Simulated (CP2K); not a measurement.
Runs of CP2K 2026.2 on ZnAu. It takes space group Pm-3m (No. 221, cubic). The conventional cell has a = 3.147 Å, b = 3.147 Å, c = 3.147 Å, α = 90.00°, β = 90.00°, γ = 90.00°. Au (site symmetry m-3m) is surrounded by 8 Zn at 2.73 Å. Zn (site symmetry m-3m) has 8 Au at 2.73 Å as nearest neighbours. 

```csv
level,cutoff radius of the dispersion sum (A),cutoff of the non-local correlation (Ry),gap on the mesh (eV),pressure (GPa)
PBEsol+D3(BJ),20,-,none,-4.4
PBEsol+rVV10,-,300,none,0.3
PBEsol+D4,20,-,none,-2.0
PBEsol,-,-,none,(a)
PBEsol+D3(BJ)+ATM,20,-,none,(b)
```

Alike in all rows: task single point; potentials or basis POTENTIAL_UZH Au GTH-PBE-q11, Zn GTH-PBE-q12; TZVP-MOLOPT-PBE-GTH basis; no spin polarisation; cell as given; k mesh 8 × 8 × 8; smearing fermi-dirac 0.05 eV.

Question: Estimate the missing entries.

Answer: (a) 0.9; (b) -3.4.

Caveats: the potentials were made for another functional, which shifts forces and pressure; the basis of atomic orbitals isn't converged, which shifts pressures, moduli and gaps; pairwise dispersion overbinds metals, which lowers pressure and volume (some runs).

A k mesh can miss the band edges, and the runs leave out spin-orbit coupling on Au.

A gap of «none» marks a metal or a gap under the smearing width.
